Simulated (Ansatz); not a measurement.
Recipe of this trial structure of BP: 4-connected net, two elements alternating (I-42m, No. 121). The dimensions are guesses.

```
B P
1.0
    -3.00874    3.00874    3.95155
     3.00874   -3.00874    3.95155
     3.00874    3.00874   -3.95155
B P
5 5
Direct
  0.17487 0.44450 0.00000
  0.55550 0.55550 0.73037
  0.00000 0.00000 0.00000
  0.82513 0.82513 0.26963
  0.44450 0.17487 0.00000
  0.32513 0.32513 0.26963
  0.94450 0.67487 0.00000
  0.67487 0.94450 0.00000
  0.05550 0.05550 0.73037
  0.50000 0.50000 0.00000
```

Computed with DFT PBE, scalar-relativistic, plane waves, PAW in Ansatz 0.2.0. Cutoff 420 eV, Gaussian smearing, Γ-centred meshes. Cell and atoms relax first on a coarse mesh and then on a converged one. In between, the cell is made exact in the group found at 0.06 Å. The steps can't lower the symmetry of their start. No spin polarisation.

A guess keeps its type if space group and coordination stay and the shape of the cell changes little (axis ratios within about 15 %, angles within 6°); the volume may change.

Task: Will the relaxed cell still be of the starting type?

Result: It keeps its type. The symmetry stays I-42m (No. 121). The volume per atom grows by 10.1 %, from 14.3 to 15.7 Å³. The shortest distance goes from 1.88 Å (B–P) to 1.94 Å (B–P). The ratio c/a of the conventional cell changes by a factor of 1.02. Counting neighbours within 15 % of an atom's shortest distance, the start has B 4, P 4 and the end B 4, P 4.

Formation energies are uncorrected and refer to the elements' standard structures at the same level. The references include black phosphorus.

Task: At what energy does it end?

Result: +0.014 eV/atom. The formation energy is too near zero to say whether this cell lies below the elements.

The last run used a 6×6×6 mesh for its 10-atom cell and Gaussian smearing of 0.02 eV. The reference form of P is held partly by dispersion forces, which this level lacks. A structure relaxed within its symmetry needn't be a true minimum. Another cell of BP relaxed alike, in Pbcn, lies 158 meV/atom lower, so this cell isn't the stable form at this level.
